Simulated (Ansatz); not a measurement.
**Moving the dispersion correction in CaO**

The cell as given:

```
Ca O
1.0
     0.00000    2.40356    2.40356
     2.40356    0.00000    2.40356
     2.40356    2.40356    0.00000
Ca O
1 1
Direct
  0.00000 0.00000 0.00000
  0.50000 0.50000 0.50000
```

The cell is a database's computed one, not the measured one.

Kept alike: task relaxation of cell and atoms; functional PBEsol; k mesh 10 × 10 × 10; occupations fermi-dirac, width 0.05 eV; no spin polarisation. Program: Ansatz, Ansatz PAW, cutoff 420 eV. The mesh is that of the run's cell of 2 atoms. No spin-orbit coupling.

| dispersion correction | band gap (eV) | volume (Å³/atom) |
| --- | --- | --- |
| D3(BJ) | 3.528 | 13.162 |
| D3(BJ)-ATM | 3.530 | 13.213 |
| D4 | 3.538 | 13.396 |
| none | 3.544 | 13.542 |

Gaps hold for each row's own relaxed cell. The relaxations keep at least the cell's symmetry (Fm-3m). Relaxations stop with a little pressure left, so the last digits of a volume or edge aren't settled. Ansatz's relaxations hold a Pulay term in the stress (up to 0.5 GPa here). A gap read on the mesh alone can miss an edge between its points. All rows use potentials made for PBE.

Task: What does the dispersion correction change here?

Result: The band gap runs from 3.528 (D3(BJ)) to 3.544 eV (none). The volume runs from 13.162 (D3(BJ)) to 13.542 Å³/atom (none). Against no correction: D3(BJ) -2.8 %; D3(BJ)-ATM -2.4 %; D4 -1.1 %. Dispersion terms mostly attract and so lower the volume; the schemes' coefficients and damping set how far.
